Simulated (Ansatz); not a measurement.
Write a Python script for Ansatz 0.2.0, Python API that makes the levels without and with spin-orbit coupling of CdS, space group F-43m. Use (first run): PBEsol, PAW, the default cutoff (420 eV here), 6×6×6 k-points, fixed occupations.

```yaml
crystal:
  lattice:
    - [0.00000, 2.91650, 2.91650]
    - [2.91650, 0.00000, 2.91650]
    - [2.91650, 2.91650, 0.00000]
  atoms:
    - { symbol: Cd, position: [0.00000, 0.00000, 0.00000] }
    - { symbol: S, position: [0.25000, 0.25000, 0.25000] }
```

Script `soc_cds.py`:
```python
# -*- coding: utf-8 -*-
"""What spin-orbit coupling does to the bands of CdS."""

import ansatz as az
from pymatgen.core import Lattice, Structure
from pymatgen.io.ase import AseAtomsAdaptor


def main():
    pmg_structure = Structure(
        Lattice([(0.0, 2.9165, 2.9165), (2.9165, 0.0, 2.9165), (2.9165, 2.9165, 0.0)]),
        ["Cd", "S"],
        [
            (0.0, 0.0, 0.0),
            (0.25, 0.25, 0.25),
        ],
    )
    structure = az.Crystal.from_ase(AseAtomsAdaptor.get_atoms(pmg_structure))

    model = (
        structure.calculation()
        .functional("pbesol")
        .kpoints(mesh=(6, 6, 6), center="gamma")
        .occupations("fixed")
        .band_table()
    )
    for label, variant in (("scalar-relativistic", model), ("spin-orbit", model.spin(soc=True))):
        summary = variant.run().report
        zero = summary["band_edges_ev"][0] if summary.get("band_edges_ev") else summary["fermi_energy_ev"]
        near = [round(e - zero, 3) for e in summary["eigenvalues_ev"][0] if abs(e - zero) < 2]
        print(label)
        print("  band edges (eV):", [round(e, 3) for e in summary.get("band_edges_ev") or []] or "none reported")
        print("  levels at k =", summary["kpoints_frac"][0], "within 2 eV of the zero:", near)


if __name__ == "__main__":
    main()
```

```console
$ python soc_cds.py
DeckWarning: basis.ecutwfc = 420 eV, auto-derived from the records' recommended cutoffs: set by Cd (normal level)
scalar-relativistic
  band edges (eV): [6.807, 7.808]
  levels at k = [0.0, 0.0, 0.0] within 2 eV of the zero: [-0.0, -0.0, 0.0, 1.002]
spin-orbit
  band edges (eV): [6.822, 7.809]
  levels at k = [0.0, 0.0, 0.0] within 2 eV of the zero: [-0.044, -0.044, -0.0, -0.0, -0.0, 0.0, 0.987, 0.987]
```
(Warnings from the package without file and line, repeats left out.)

The structure is a deposited one; some such entries were measured under pressure or heat, so a shift against it needn't be the functional's error alone. Gaps and levels are Kohn-Sham values on a finite set of k-points. With spin-orbit coupling each level holds one electron and, with inversion or at time-reversal points, comes in pairs; a window in energy can cut a split set. Finished in 5.2 s on 1 thread of Intel(R) Xeon(R) 6975P-C (Granite Rapids), on a shared host, peak memory 0.56 GiB.

(A comment or docstring line of the script was reworded after the run, the code is as it ran; lines on the test bed's own set-up are left out of the output.)
